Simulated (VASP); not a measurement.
# I (Im-3m) in VASP: a series of runs

Runs on I. Level: PBE. Tasks: single point.

Program: VASP 6.6.1. These are calculated values, not measurements. Logs are shortened: lines on timing, memory, paths and dates and some standing lists are left out, and cuts for length are marked.

**1. The crystal as given**

Symmetry: Im-3m, No. 229, cubic system. The conventional cell has a = 4.179 Å, b = 4.179 Å, c = 4.179 Å, α = 90.00°, β = 90.00°, γ = 90.00°. Around I (site symmetry m-3m) lie 8 I at 3.62 Å.

The real solid is made of molecules; this cell is a model form.

**2. Single point, PBE**

The input, INCAR:

```
SYSTEM = I
PREC = Accurate
ENCUT = 460
EDIFF = 1E-6
ISMEAR = 0
SIGMA = 0.05
LREAL = Auto
LASPH = .TRUE.
NELM = 100
ALGO = Normal
ISIF = 2
LWAVE = .FALSE.
LCHARG = .FALSE.
GGA = PE
NBANDS = 10
ADDGRID = .FALSE.
```

The input, KPOINTS:

```
Automatic mesh
0
G
  5 5 5
  0 0 0
```

The input, POSCAR:

```
I
1.0
   -2.0893754423      2.0893754423      2.0893754423
    2.0893754423     -2.0893754423      2.0893754423
    2.0893754423      2.0893754423     -2.0893754423
I
1
Direct
    0.0000000000      0.0000000000      0.0000000000
```

Potentials or basis: VASP PAW PBE potentials, release 64 (I).

On the command line:

```sh
$ cat potpaw_PBE.64/I/POTCAR > POTCAR
$ mpirun -np 1 vasp_std > vasp.out
```

OUTCAR:

```text
SYSTEM = I
   PREC = Accurate
   ENCUT = 460
   EDIFF = 1E-6
   ISMEAR = 0
   LREAL = Auto
   LASPH = .TRUE.
   NELM = 100
   ISIF = 2
   GGA = PE

 Found     10 irreducible k-points:

 Following reciprocal coordinates:
            Coordinates               Weight
  0.000000  0.000000  0.000000      1.000000
  0.200000  0.000000  0.000000     12.000000
  0.400000  0.000000  0.000000     12.000000
  0.200000  0.200000  0.000000     24.000000
  0.400000  0.200000  0.000000     24.000000
  0.200000  0.200000  0.200000      8.000000
   k-points           NKPTS =     10   k-points in BZ     NKDIM =     10   number of bands    NBANDS=     10
   number of dos      NEDOS =    301   number of ions     NIONS =      1
   total plane-waves  NPLWV =  21952
   dimension x,y,z NGX =    28 NGY =   28 NGZ =   28
   dimension x,y,z NGXF=    56 NGYF=   56 NGZF=   56
   ions per type =               1
   NGX,Y,Z   is equivalent  to a cutoff of  12.86, 12.86, 12.86 a.u.
   NGXF,Y,Z  is equivalent  to a cutoff of  25.73, 25.73, 25.73 a.u.
 SYSTEM =  I
   PREC   = accura    normal or accurate (medium, high low for compatibility)
   ISTART =      0    job   : 0-new  1-cont  2-samecut
   ICHARG =      2    charge: 1-file 2-atom 10-const
   ISPIN  =      1    spin polarized calculation?
   LNONCOLLINEAR =      F non collinear calculations
   LSORBIT =      F    spin-orbit coupling
   LASPH  =      T    aspherical Exc in radial PAW
   ENCUT  =  460.0 eV  33.81 Ry    5.81 a.u.   6.33  6.33  6.33*2*pi/ulx,y,z
   NELM   =    100;   NELMIN=  2; NELMDL= -5     # of ELM steps
   EDIFF  = 0.1E-05   stopping-criterion for ELM
   LREAL  =      T    real-space projection
   EDIFFG = 0.1E-04   stopping-criterion for IOM
   NSW    =      0    number of steps for IOM
   IBRION =     -1    ionic relax: 0-MD 1-quasi-New 2-CG
   NFREE  =      0    steps in history (QN), initial steepest desc. (CG)
   ISIF   =      2    stress and relaxation
   ISYM   =      2    0-nonsym 1-usesym 2-fastsym
   POTIM  = 0.5000    time-step for ionic-motion
   TEBEG  =    0.0;   TEEND  =   0.0 temperature during run
   PSTRESS=    0.0 pullay stress
   NELECT =       7.0000    total number of electrons
   NUPDOWN=      -1.0000    fix difference up-down
   EMIN   =  10.00;   EMAX   =-10.00  energy-range for DOS
   EFERMI =   0.00;   METHOD = LEGACY
   ISMEAR =     0;   SIGMA  =   0.05  broadening in eV -4-tet -1-fermi 0-gaus
   EFERMI_NEDOS =   21; number of points for ismear=-14 and -15
   IALGO  =     38    algorithm
   IMIX   =      4    mixing-type and parameters
     AMIX     =   0.40;   BMIX     =  1.00
     AMIX_MAG =   1.60;   BMIX_MAG =  1.00
  volume/ion in A,a.u.               =      36.48       246.21
  Fermi-wavevector in a.u.,A,eV,Ry     =   0.944215  1.784308 12.130172  0.891543
  Thomas-Fermi vector in A             =   2.071998
   LORBIT       =      0    0 simple, 1 ext, 2 COOP (PROOUT), +10 PAW based schemes
   GGA     = PE    functional components
   LHFCALC =     F    Hartree Fock is set to
   AEXX    =    0.0000 exact exchange contribution
   IVDW    =     0    specifies the selected vdW correction
   LEPSILON=     F    determine dielectric tensor
   LRPA    =     F    only Hartree local field effects (RPA)
 non-spin polarized calculation
 Gauss-broadening in eV      SIGMA  =   0.05
  energy-cutoff  :      460.00
  volume of cell :       36.48
 maximum number of plane-waves:       835
 NGX is ok and might be reduce to    28

 number of electron       7.0000000 magnetization

 Free energy of the ion-electron system (eV)
  ---------------------------------------------------
  ext. energy  EPLUGINS =         0.00000000
  ---------------------------------------------------
  free energy    TOTEN  =        -1.11745021 eV

  energy without entropy =       -1.11657088  energy(sigma->0) =       -1.11701054

 E-fermi :   4.1756     XC(G=0):  -8.9257

 val. band max:        4.0791956602   @ k =   0.4000   0.2000   0.0000
 cond. band min:       4.2374425588   @ k =   0.2000   0.0000   0.0000
 fundamental gap:      0.1582468986
 Fermi energy:         4.1755541829

 k-point     1 :       0.0000    0.0000    0.0000
  band No.  band energies     occupation
      1      -9.1960      2.00000
      2       4.8788      0.00000
      3       4.8788      0.00000
      4       4.8788      0.00000
      5      10.9242      0.00000
      6      13.8615      0.00000
      7      13.8615      0.00000
      8      13.8615      0.00000
      9      16.0931      0.00000
     10      16.0931      0.00000

 k-point     2 :       0.2000    0.0000    0.0000
  band No.  band energies     occupation
      1      -8.8017      2.00000
      2       2.7395      2.00000
      3       4.2374      0.08004
      4       4.7771      0.00000
      5      11.4949      0.00000
      6      12.5505      0.00000
      7      13.9398      0.00000
      8      15.3684      0.00000
      9      15.6771      0.00000
     10      15.7210      0.00000

 k-point     3 :       0.4000    0.0000    0.0000
  band No.  band energies     occupation
      1      -7.9963      2.00000
      2       0.1989      2.00000
      3       3.4304      2.00000
      4       4.6022      0.00000
      5      10.0667      0.00000
      6      11.4527      0.00000
      7      16.2333      0.00000
      8      16.2487      0.00000
      9      18.1890      0.00000
     10      19.0834      0.00000

 k-point     4 :       0.2000    0.2000    0.0000
  band No.  band energies     occupation
      1      -8.1803      2.00000
      2       1.0746      2.00000
      3       3.0426      2.00000
      4       4.2692      0.00807
      5      11.3727      0.00000
      6      12.3287      0.00000
      7      14.5340      0.00000
      8      15.2656      0.00000
      9      18.0105      0.00000
     10      18.7611      0.00000

 k-point     5 :       0.4000    0.2000    0.0000
  band No.  band energies     occupation
      1      -7.7056      2.00000
      2       0.2126      2.00000
      3       2.1065      2.00000
      4       4.0792      1.99358
      5      10.9757      0.00000
      6      12.6718      0.00000
      7      15.2061      0.00000
      8      15.9056      0.00000
      9      19.1373      0.00000
     10      20.1437      0.00000

 k-point     6 :       0.2000    0.2000    0.2000
  band No.  band energies     occupation
      1      -7.7333      2.00000
      2       0.6946      2.00000
      3       2.3876      2.00000
      4       2.3876      2.00000
      5      13.5356      0.00000
      6      13.5356      0.00000
      7      15.0646      0.00000
      8      17.9856      0.00000
      9      17.9856      0.00000
     10      20.8768      0.00000

 [... further k-points ...]

------------------------ aborting loop because EDIFF is reached ----------------------------------------

  FORCE on cell =-STRESS in cart. coord.  units (eV):
  Direction    XX          YY          ZZ          XY          YZ          ZX
  --------------------------------------------------------------------------------------
  -------------------------------------------------------------------------------------
  Total       -0.2255483     -0.2255483     -0.2255483     -0.0000000     -0.0000000     -0.0000000
  in kB       -9.9046862     -9.9046862     -9.9046862     -0.0000000     -0.0000000     -0.0000000
  external PRESSURE =      -9.9046862 kB  Pullay stress =       0.0000000 kB

 VOLUME and BASIS-vectors are now :
 -----------------------------------------------------------------------------
  energy-cutoff  :      460.00
  volume of cell :       36.48
      direct lattice vectors                 reciprocal lattice vectors
    -2.089375442  2.089375442  2.089375442     0.000000000  0.239305962  0.239305962
     2.089375442 -2.089375442  2.089375442     0.239305962  0.000000000  0.239305962
     2.089375442  2.089375442 -2.089375442     0.239305962  0.239305962  0.000000000

 POSITION                                       TOTAL-FORCE (eV/Angst)
 -----------------------------------------------------------------------------------
      0.00000      0.00000      0.00000        -0.000000      0.000000     -0.000000
 -----------------------------------------------------------------------------------
    total drift:                                0.000000      0.000000      0.000000

  FREE ENERGIE OF THE ION-ELECTRON SYSTEM (eV)
  ---------------------------------------------------
  free  energy   TOTEN  =        -1.1174502106 eV

  energy  without entropy=       -1.1165708782  energy(sigma->0) =       -1.11701054
```

It took 4.1 s on 1 thread of Intel Xeon Platinum 8488C (Sapphire Rapids), shared host; peak memory 0.15 GiB.

These settings aren't checked as converged: the numbers below hold their error.

What came out:

| Item | Value |
| --- | --- |
| Free energy | -1.1175 eV |
| Pressure | -1.0 GPa |
| Band gap on the k mesh | none (metal or under the smearing width) |

Caveat: the k mesh is coarse (spacing up to 0.43 Å⁻¹), so the values aren't converged; an odd number of electrons without spin polarisation forces a metal; a magnetic or distorted state may lie lower.

**3. Single point, PBE**

This run uses another cell than the first one, of the same volume but with other edges.

INCAR is that of step 2.

KPOINTS is that of step 2.

The input, POSCAR:

```
I
1.0
   -2.1240960000      2.1667550000      2.1089740000
    2.1114880000     -2.1329730000      2.0625830000
    2.0399160000      2.0487930000     -2.0751920000
I
1
Direct
    0.0126280000     -0.0160290000     -0.0040210000
```

Potentials or basis: VASP PAW PBE potentials, release 64 (I).

On the command line:

```sh
$ cat potpaw_PBE.64/I/POTCAR > POTCAR
$ mpirun -np 1 vasp_std > vasp.out
```

It took 16 s on 1 thread of Intel Xeon Platinum 8488C (Sapphire Rapids), shared host; peak memory 0.16 GiB.

These settings aren't checked as converged: the numbers below hold their error.

What came out:

| Property | Result |
| --- | --- |
| Free energy | -1.1345 eV |
| Pressure | -0.9 GPa |
| Band gap on the k mesh | none (metal or under the smearing width) |

Caveat: the k mesh is coarse (spacing up to 0.43 Å⁻¹), so the values aren't converged; an odd number of electrons without spin polarisation forces a metal; a magnetic or distorted state may lie lower.
